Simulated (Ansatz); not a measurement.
input.yaml (Ansatz)

```yaml
crystal:
  lattice:
    - [0.0, 2.3644590207, 2.3644590207]
    - [2.3644590207, 0.0, 2.3644590207]
    - [2.3644590207, 2.3644590207, 0.0]
  atoms:
    - { symbol: Te, position: [0.0, 0.0, 0.0] }
hamiltonian:
  xc: lda
  pseudopotentials:
    kind: paw
    azcp:
      Te: "pseudopotentials/Te.paw.azcp"
basis:
  ecutwfc: 420
  fft_grid_basis: typed
kpoints:
  mp_grid: { grid: [19, 19, 19], shift: [0, 0, 0] }
magnetization:
  spin_polarized: false
scf:
  occupations: { method: fermi_dirac, width: 0.1 }
```

Terminal output

```
Warning: the record states the generating functional pbe (its physics header spells it `PBE`), which answers neither for hamiltonian.xc's functional nor for the lda family's — results may be inconsistent (PPs are generated against a specific XC)
Engine: ansatz 0.2.0, aarch64-unknown-linux-gnu
Pseudopotentials: kind: paw
Pseudopotential: Te, paw, valence charge 16, recommended cutoff 420 eV (normal) 
Functional definition: SPW92
  exchange = slater_x
  correlation = pw_c
Crystal: 1 atoms, lattice volume = 26.438 Å³
Basis set: ecut = 420 eV, 531 PW (Γ)
Bands: 12, of which v1, the nominal top of the filled ones, is band 8 counted from 1 (7 counted from 0)
Symmetry: 48 space group operations
Space group: Fm-3m (ITA 225), of the structure as read, at distance tolerance 3.0e-5 Å
k-points: 220 of 6859
Non-local potential: Te, projectors of the file, l = 0: 2, l = 1: 2, l = 2: 2, l = 3: 2
PAW form: soft (Blöchl's): semilocal exchange-correlation on the pseudo side does not see the compensation charge
PAW frozen core: Te, regenerated for the run's functional, and the local potential with it (the file was generated under x = pbe(κ = 0.804, μ = 0.2195149727645171), c = pbe(β = 0.06672455060314922))
PAW one-centre angular grid: Te, 590 points (default); XC on 64 Gauss nodes
Initial density: superposition of atomic densities (neutral atoms: chi_scale 0, normalization atom), corrected by the library's trained network
Initial wavefunctions: pseudopotential atomic-orbital guess
Functional: x = slater, c = lda
SCF iter   1: F=—  HF=-6826.888293 eV  |F-HF|=—  |Δ(HF+E_count)|=         —  Δρ=4.90e-3  dr2=2.66e-3  ethr=1.77e-3  ⟨swp⟩=5.1  Hψ=15636  notcnv=0
SCF iter   2: F=—  HF=-6826.886663 eV  |F-HF|=—  |Δ(HF+E_count)|=   1.63e-3  Δρ=2.76e-3  dr2=8.66e-4  ethr=1.66e-5  ⟨swp⟩=1.8  Hψ=4683  notcnv=0
SCF iter   3: F=—  HF=-6826.886361 eV  |F-HF|=—  |Δ(HF+E_count)|=   3.02e-4  Δρ=6.61e-4  dr2=1.31e-4  ethr=5.41e-6  ⟨swp⟩=2.0  Hψ=3904  notcnv=0
SCF iter   4: F=—  HF=-6826.886302 eV  |F-HF|=—  |Δ(HF+E_count)|=   5.88e-5  Δρ=4.57e-4  dr2=6.58e-5  ethr=8.18e-7  ⟨swp⟩=1.3  Hψ=2882  notcnv=0
SCF iter   5: F=—  HF=-6826.886261 eV  |F-HF|=—  |Δ(HF+E_count)|=   4.10e-5  Δρ=2.36e-4  dr2=1.77e-5  ethr=4.11e-7  ⟨swp⟩=2.0  Hψ=4387  notcnv=0
SCF iter   6: F=—  HF=-6826.886250 eV  |F-HF|=—  |Δ(HF+E_count)|=   1.09e-5  Δρ=1.09e-4  dr2=3.70e-6  ethr=1.10e-7  ⟨swp⟩=2.1  Hψ=4385  notcnv=0
SCF iter   7: F=—  HF=-6826.886247 eV  |F-HF|=—  |Δ(HF+E_count)|=   2.93e-6  Δρ=1.95e-5  dr2=1.16e-7  ethr=2.31e-8  ⟨swp⟩=2.0  Hψ=4372  notcnv=0
SCF iter   8: F=-6826.886247 eV  HF=-6826.886247 eV  |F-HF|=1.39e-9  |Δ(HF+E_count)|=   9.62e-8  Δρ=1.79e-6  dr2=9.75e-10  ethr=6.25e-10  ⟨swp⟩=3.0  Hψ=5888  notcnv=0
SCF 1 converged in 8 iterations: F = -6826.886247 eV  dr2 = 9.75e-10
SCF converged after 8 iterations
Free energy (F): -6826.886247 eV
Harris-Foulkes:  -6826.886247 eV  (|F-HF|=1.39e-9)
Internal energy: -6826.858534 eV  (E = F + TS)
E sigma→0 (E₀):  -6826.872390 eV
Entropy (-TS):   -0.027713 eV (-27.713 meV/atom)
Fermi energy:    12.126331 eV
--- Per-component energies (eV) ---
  E_band       = -211.647309
  E_kinetic    = 182.436641
  E_local      = -966.137016  (includes V_loc(G=0)·N_el)
  E_nonlocal   = -305.083190
  E_hartree    = 682.275807
  E_xc         = -124.458843
  E_vxc        = -105.607374  (∫ρ·V_xc dr)
  E_paw        = -4509.563348  (= ΣΔE_a)
  E_vpaw       = -381.809394  (= ΣTr[D̂ρ^β])
  E_aug_tail   = -0.000229  (compensation charges beyond the density's cutoff)
  E_ewald      = -1787.007016
  E_core_change = 0.678661  (= ΣΔE_core)
  E_smearing   = -0.027713  (= −TS)
  E_closure    = -0.000000  (closes the sum)
  Σ components = -6826.886247   (vs F -6826.886247, Δ=0.00e0)
```
